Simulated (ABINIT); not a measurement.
The system is Sn.

```
Sn
1.0
    -2.94014    2.94014    1.59930
     2.94014   -2.94014    1.59930
     2.94014    2.94014   -1.59930
Sn
2
Direct
  0.00000 0.00000 0.00000
  0.75000 0.25000 0.50000
```

Base run:

| Property | Result |
| --- | --- |
| Program | ABINIT 10.8.3 (patched build) |
| Functional | revPBE |
| Potentials or basis | JTH PAW PBE v2.0 |
| Cutoff | 599 eV |
| k mesh | 9 × 9 × 9 |
| Occupations | fermi-dirac, width 0.05 eV |
| Spin | no spin polarisation |

Its results: band gap on the k mesh none (metal or under the smearing width); pressure 2.5 GPa.

Problem. After a change of settings the same cell gave: band gap on the k mesh none (metal or under the smearing width); pressure 5.3 GPa. Which change was it?
A. functional from revPBE to rPW86PBE
B. functional from revPBE to PBE; k mesh from 9 × 9 × 9 to 5 × 5 × 5
C. functional from revPBE to PBEsol; potentials or basis from JTH PAW PBE v2.0 to PseudoDojo NC SR PBEsol v0.4.1 standard; cutoff from 599 eV to 980 eV
D. functional from revPBE to PBE

Solution. A.

Caveats: the PAW data sets were made with another functional, which shifts forces and pressure a little.

Not every run made on this cell is shown here.
